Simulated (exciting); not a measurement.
# Hf (P6_3/mmc) in exciting: single point with PBE

Aim: the single point of Hf with PBE.

Program: exciting (release sodium). These are calculated values, not measurements. Logs are shortened: lines on timing, memory, paths and dates and some standing lists are left out, and cuts for length are marked.

### 1 The crystal as given

The structure is hexagonal, space group P6_3/mmc (No. 194). The conventional cell has a = 3.197 Å, b = 3.197 Å, c = 5.058 Å, α = 90.00°, β = 90.00°, γ = 120.00°. Around Hf (site symmetry -6m2) lie 12 Hf at 3.13 to 3.20 Å.

### 2 Single point, PBE

input.xml reads:

```xml
<input>
  <title>Hf</title>
  <structure speciespath="./" tshift="false">
    <crystal scale="1">
      <basevect>6.040887502591 0.000000000000 0.000000000000</basevect>
      <basevect>-3.020443751296 5.231562038690 0.000000000000</basevect>
      <basevect>0.000000000000 0.000000000000 9.557856793132</basevect>
    </crystal>
    <species speciesfile="Hf.xml" rmt="2.3">
      <atom coord="0.666666666700 0.333333333300 0.750000000000"/>
      <atom coord="0.333333333300 0.666666666700 0.250000000000"/>
    </species>
  </structure>
  <groundstate do="fromscratch" ngridk="10 10 5" rgkmax="9" gmaxvr="14" lmaxapw="10" lmaxmat="10" lmaxvr="8" xctype="GGA_PBE" stype="Gaussian" swidth="0.00040424" nempty="18" ValenceRelativity="iora*" epsengy="1e-05" epspot="1e-05" maxscl="60" tforce="true" outputlevel="normal"/>
</input>
```

Potentials or basis: all-electron LAPW+lo, shipped species files, valence relativity iora*.

Launch:

```console
$ OMP_NUM_THREADS=1 exciting_smp
```

INFO.OUT:

```text
================================================================================
EXCITING SODIUM started
[... 10 lines left out ...]

 Lattice vectors (cartesian) :
      6.0408875026      0.0000000000      0.0000000000
     -3.0204437513      5.2315620387      0.0000000000
      0.0000000000      0.0000000000      9.5578567931

 Reciprocal lattice vectors (cartesian) :
      1.0401096370      0.6005075789     -0.0000000000
      0.0000000000      1.2010151578      0.0000000000
      0.0000000000     -0.0000000000      0.6573843324

 Unit cell volume                           :     302.0596028187
 Brillouin zone volume                      :       0.8211962511

 Species :    1 (Hf)
     parameters loaded from                 :    Hf.xml
     name                                   :    hafnium
     nuclear charge                         :     -72.00000000
     electronic charge                      :      72.00000000
     atomic mass                            :  325367.36570000
     muffin-tin radius                      :       2.30000000
     # of radial points in muffin-tin       :     450

     atomic positions (lattice) :
       1 :   0.66666667  0.33333333  0.75000000
       2 :   0.33333333  0.66666667  0.25000000

 Total number of atoms per unit cell        :       2

 Spin treatment                             :    spin-unpolarised

 Number of Bravais lattice symmetries       :      24
 Number of crystal symmetries               :      12

 k-point grid                               :      10   10    5
 Total number of k-points                   :      58
 k-point set is reduced with crystal symmetries

 R^MT_min * |G+k|_max (rgkmax)              :       9.00000000
 Species with R^MT_min                      :       1 (Hf)
 Maximum |G+k| for APW functions            :       3.91304348
 Maximum |G| for potential and density      :      14.00000000

 G-vector grid sizes                        :      27    27    45
 Total number of G-vectors                  :   14077

 Maximum angular momentum used for
     APW functions                          :      10
     computing H and O matrix elements      :      10
     potential and density                  :       8
     inner part of muffin-tin               :       2

 Total nuclear charge                       :    -144.00000000
 Total electronic charge                    :     144.00000000
 Total core charge                          :      92.00000000
 Total valence charge                       :      52.00000000

 Number of empty states                     :      18
 Total number of valence states             :      45

 Maximum Hamiltonian size                   :     369
 Maximum number of plane-waves              :     315
 Total number of local-orbitals             :      54

 Exchange-correlation type                  :      20
     Perdew-Burke-Ernzerhof, Phys. Rev. Lett. 77, 3865 (1996)
     Generalised gradient approximation (GGA)

 Smearing scheme                            :    Gaussian
 Smearing width                             :       0.00040424

 Using multisecant Broyden potential mixing
[... 16 lines left out ...]
+ SCF iteration number :    1                                                  +
++++++++++++++++++++++++++++++++++++++++++++++++++++++++++++++++++++++++++++++++
 Total energy                               :    -30175.63882698
 _______________________________________________________________
 Fermi energy                               :         0.40008335
 Kinetic energy                             :     33791.33715475
 Coulomb energy                             :    -63347.52381574
 Exchange energy                            :      -610.78593572
 Correlation energy                         :        -8.66623027

 DOS at Fermi energy (states/Ha/cell)       :        61.09045171

 Electron charges :
     core                                   :        92.00000000
     core leakage                           :         0.00003191
     valence                                :        52.00000000
     interstitial                           :         5.86413658
     charge in muffin-tin spheres :
                  atom     1    Hf          :        69.06793171
                  atom     2    Hf          :        69.06793171
     total charge in muffin-tins            :       138.13586342
     total charge                           :       144.00000000

++++++++++++++++++++++++++++++++++++++++++++++++++++++++++++++++++++++++++++++++
+ SCF iteration number :    2                                                  +
++++++++++++++++++++++++++++++++++++++++++++++++++++++++++++++++++++++++++++++++
 Total energy                               :    -30190.77990771
 _______________________________________________________________
 Fermi energy                               :         0.39736010
 Kinetic energy                             :     33782.59411970
 Coulomb energy                             :    -63353.62066033
 Exchange energy                            :      -611.08446264
 Correlation energy                         :        -8.66890444

 DOS at Fermi energy (states/Ha/cell)       :        61.42411993

 Electron charges :
     core                                   :        92.00000000
     core leakage                           :         0.00003112
     valence                                :        52.00000000
     interstitial                           :         5.79140316
     charge in muffin-tin spheres :
                  atom     1    Hf          :        69.10429842
                  atom     2    Hf          :        69.10429842
     total charge in muffin-tins            :       138.20859684
     total charge                           :       144.00000000
[... 325 lines left out ...]
++++++++++++++++++++++++++++++++++++++++++++++++++++++++++++++++++++++++++++++++
+ SCF iteration number :   14                                                  +
++++++++++++++++++++++++++++++++++++++++++++++++++++++++++++++++++++++++++++++++
 Total energy                               :    -30195.66841948
 _______________________________________________________________
 Fermi energy                               :         0.39499211
 Kinetic energy                             :     33777.68686947
 Coulomb energy                             :    -63353.53076194
 Exchange energy                            :      -611.15484076
 Correlation energy                         :        -8.66968625

 DOS at Fermi energy (states/Ha/cell)       :        96.02819662

 Electron charges :
     core                                   :        92.00000000
     core leakage                           :         0.00003080
     valence                                :        52.00000000
     interstitial                           :         5.70787604
     charge in muffin-tin spheres :
                  atom     1    Hf          :        69.14606198
                  atom     2    Hf          :        69.14606198
     total charge in muffin-tins            :       138.29212396
     total charge                           :       144.00000000

 RMS change in effective potential (target) :  0.783849E-09  ( 0.100000E-04)
 Absolute change in total energy   (target) :  0.343102E-05  ( 0.100000E-04)
 Charge distance                   (target) :  0.516401E-09  ( 0.100000E-04)
 Abs. change in max-nonIBS-force   (target) :  0.319477E-08  ( 0.500000E-04)

++++++++++++++++++++++++++++++++++++++++++++++++++++++++++++++++++++++++++++++++
| Convergency criteria checked for the last 2 iterations                       +
| Convergence targets achieved. Performing final SCF iteration                 +
++++++++++++++++++++++++++++++++++++++++++++++++++++++++++++++++++++++++++++++++
 Total energy                               :    -30195.66841932
 _______________________________________________________________
 Fermi energy                               :         0.39499211
 Kinetic energy                             :     33777.68686955
 Coulomb energy                             :    -63353.53076186
 Exchange energy                            :      -611.15484075
 Correlation energy                         :        -8.66968625

 DOS at Fermi energy (states/Ha/cell)       :        96.02820786

 Electron charges :
     core                                   :        92.00000000
     core leakage                           :         0.00003080
     valence                                :        52.00000000
     interstitial                           :         5.70787604
     charge in muffin-tin spheres :
                  atom     1    Hf          :        69.14606198
                  atom     2    Hf          :        69.14606198
     total charge in muffin-tins            :       138.29212396
     total charge                           :       144.00000000

++++++++++++++++++++++++++++++++++++++++++++++++++++++++++++++++++++++++++++++++
+ Self-consistent loop stopped                                                 +
++++++++++++++++++++++++++++++++++++++++++++++++++++++++++++++++++++++++++++++++
 STATE.OUT is written

--------------------------------------------------------------------------------
- Writing atomic positions and forces                                          -
--------------------------------------------------------------------------------

 Atomic positions (lattice) :
 atom     1  Hf  :     0.66666667    0.33333333    0.75000000
 atom     2  Hf  :     0.33333333    0.66666667    0.25000000

 Total atomic forces including IBS (cartesian) :
 atom     1  Hf  :     0.00000000   -0.00000000   -0.00000111
 atom     2  Hf  :     0.00000000    0.00000000    0.00000111

 Atomic force components including IBS (cartesian) :
 atom     1  Hf  :    -0.00000000   -0.00000000   -0.00000085   HF force
                 :    -0.00000000    0.00000000   -0.00000188   core correction
                 :    -0.00000000    0.00000000    0.00000162   IBS correction
 atom     2  Hf  :     0.00000000    0.00000000    0.00000085   HF force
                 :     0.00000000   -0.00000000    0.00000188   core correction
                 :     0.00000000   -0.00000000   -0.00000162   IBS correction

********************************************************************************
* Groundstate module stopped                                                   *
********************************************************************************

--------------------------------------------------------------------------------
- CAUTION! Warnings have been written in file WARNING.OUT !                    -
--------------------------------------------------------------------------------
================================================================================
| EXCITING SODIUM stopped                                                      =
================================================================================
```

It took 2.2 min on 1 thread of Arm Neoverse V2, shared host; peak memory 0.14 GiB.

What came out:

```yaml
Free_energy: -821665.9965 eV
Band_gap_on_the_k_mesh: none (metal or under the smearing width)
All_electrons_inside_the_program's_atomic_spheres: Hf 69.15 (radii Hf 2.3 bohr)
```

Spin-orbit coupling is left out, which matters for the levels of Hf.
